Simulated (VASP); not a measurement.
Set up this calculation in VASP 6.6.1, as the native input.

- Task: single point
- Functional: PBE
- Potentials or basis: VASP PAW PBE potentials, release 64 (V_sv)
- Cutoff: 520 eV
- k mesh: 12 × 12 × 12
- Occupations: fermi-dirac, width 0.05 eV
- Spin: collinear spin, ferromagnetic start
- Starting moments: [2.0] μB
- Further INCAR settings: ALGO = Normal; EDIFF = 1e-07; NBANDS = 16

The structure of V lies in POSCAR:

```
V
1.0
    0.0000000000      1.8950000000      1.8950000000
    1.8950000000      0.0000000000      1.8950000000
    1.8950000000      1.8950000000      0.0000000000
V
1
Direct
    0.0000000000      0.0000000000      0.0000000000
```

This isn't the form of V at room conditions, which is bcc.

The input as run:

INCAR

```
PREC = Accurate
ENCUT = 520
EDIFF = 1E-7
ISMEAR = -1
SIGMA = 0.05
LREAL = F
LASPH = T
NELM = 100
ALGO = Normal
ISIF = 2
LWAVE = F
LCHARG = T
ISPIN = 2
MAGMOM = 2
LORBIT = 11
LMAXMIX = 4
GGA = PE
LELF = T
LVHAR = T
NBANDS = 16
```

KPOINTS

```
regular mesh
0
Gamma
  12 12 12
```

Potentials or basis: VASP PAW PBE potentials, release 64 (V_sv).

Launch:

```console
$ cat potpaw_PBE.64/V_sv/POTCAR > POTCAR
$ mpirun -np 1 vasp_std > vasp.out
```

It gave:

```json
{
  "Pressure": "4.0 GPa",
  "Band gap on the k mesh": "none (metal or under the smearing width)",
  "Net moment": "0.00 μB per cell",
  "Valence electrons inside the program's atomic spheres": "V 11.62"
}
```

It took 16 s on 1 thread of AMD EPYC 9R45 (Zen 5), with other jobs on the host, peak memory 0.11 GiB.
